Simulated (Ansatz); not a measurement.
Re under changes of volume

One of the cells (14.714 Å³/atom); the others are scaled copies at fixed shape and fractional positions:

```
Re
1.0
     2.76080    0.00000    0.00000
    -1.38040    2.39092    0.00000
     0.00000    0.00000    4.45820
Re
2
Direct
  0.66667 0.33333 0.75000
  0.33333 0.66667 0.25000
```

```yaml
Program: Ansatz 0.2.0
Functional: PBE
Potentials_or_basis: Ansatz PAW earlier set
Cutoff: "560 eV (not typed: the program's choice for these potentials)"
k_mesh: 11 × 11 × 6
Occupations: fermi-dirac, width 0.05 eV
Spin: no spin polarisation
```

```tsv
volume (Å³/atom)	energy over the lowest point (meV/atom)	pressure (GPa)
13.831	109.94	33.7
14.125	57.66	23.6
14.420	23.05	14.5
14.714	?	?
15.008	0.00	-1.1
15.303	8.49	-7.8
15.597	28.53	-13.7
```

What does the run at 14.714 Å³/atom give?

Energy over the lowest point 4.37 meV/atom; pressure 6.2 GPa.

Worked out: A Birch-Murnaghan fit of order 3 (a polynomial in V^(-2/3)) to the other rows has its minimum at 14.96 Å³/atom with B0 = V·E''(V) = 362 GPa and B' = 4.4 at fixed shape and positions, which overstates the stiffness. It gives 4.38 meV/atom at 14.714 Å³/atom, against the run's 4.37, and -dE/dV = 6.1 GPa, against 6.2.

Energies are extrapolated to zero smearing.
